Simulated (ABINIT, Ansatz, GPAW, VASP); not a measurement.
## Fe: 4 runs at one level of theory

```xyz
1
Lattice="-1.4430 1.4430 1.4430 1.4430 -1.4430 1.4430 1.4430 1.4430 -1.4430" Properties=species:S:1:pos:R:3 pbc="T T T"
Fe    0.0000    0.0000    0.0000
```

Alike in all runs: task band structure; functional RPBE; k mesh 13 × 13 × 13; occupations fermi-dirac, width 0.05 eV; collinear spin, ferromagnetic start; no spin-orbit coupling. Pressure is positive in compression and, in plane waves, holds the error of the finite cutoff.

```tsv
program and potentials	plane-wave cutoff (eV)	notes	pressure (GPa)	net moment per atom (μB)
Ansatz, all-electron LAPW, scalar-relativistic	-	-	?	?
ABINIT, JTH PAW PBE v2.0	844	potentials made for PBE; 16 valence electrons an atom on average	-4.87	2.31
VASP, PBE PAW files Fe, 520 eV	520	potentials made for PBE; 8 valence electrons an atom on average	-2.85	2.34
GPAW, the program's PAW data sets (release 1.2.1) made for this functional	600	8 valence electrons an atom on average	-1.35	2.30
```

**Question.** Estimate from the other rows what the run with Ansatz, all-electron LAPW, scalar-relativistic gave.

**Answer.** Pressure -3.63 GPa; net moment per atom 2.29 μB. The other rows, which needn't bracket it: pressure -4.87 to -1.35; net moment per atom 2.30 to 2.34.
